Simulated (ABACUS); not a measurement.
The system is Al.

```
CELL_PARAMETERS angstrom
0.00000 2.02481 2.02481
2.02481 0.00000 2.02481
2.02481 2.02481 0.00000
ATOMIC_POSITIONS crystal
Al 0.00000 0.00000 0.00000
```

Program: ABACUS 3.10.1. Alike in all runs: task single point; no spin polarisation; cell as given; smearing fermi-dirac 0.05 eV.

Problem. Order these runs on this cell by their pressure, lowest first.
A. level LDA; potentials or basis GBRV ultrasoft 1.5 LDA, plane waves; k mesh 9 × 9 × 9; cutoff (eV) 544; SCF threshold on the density 1e-08; eigensolver dav
B. level PBEsol; potentials or basis Ansatz NC PBE, plane waves; k mesh 9 × 9 × 9; cutoff (eV) 558; SCF threshold on the density 1e-08; eigensolver dav
C. level BLYP; potentials or basis PseudoDojo NC SR 0.4.1 PBE standard, plane waves; k mesh 9 × 9 × 9; cutoff (eV) 558; SCF threshold on the density 1e-08; eigensolver dav
D. level PBE; potentials or basis PseudoDojo NC SR 0.4.1 PBE standard, TZDP LCAO (the cutoffs set its grid); k mesh 11 × 11 × 11; cutoff (eV) 1361; orbital files Al Al_confined-atom_8au_3s3p2d1f.orb; SCF threshold on the density 1e-07; eigensolver genelpa

Solution. A (-3.5 GPa), B (-1.7 GPa), D (-0.1 GPa), C (4.5 GPa).

Caveats: the potentials were made for another functional, which shifts forces and pressure (some runs); the atomic orbitals were generated for these runs and aren't a published set (some runs); the basis of atomic orbitals isn't converged, which shifts pressures, moduli and gaps (some runs).

Not every run made on this cell is shown here.
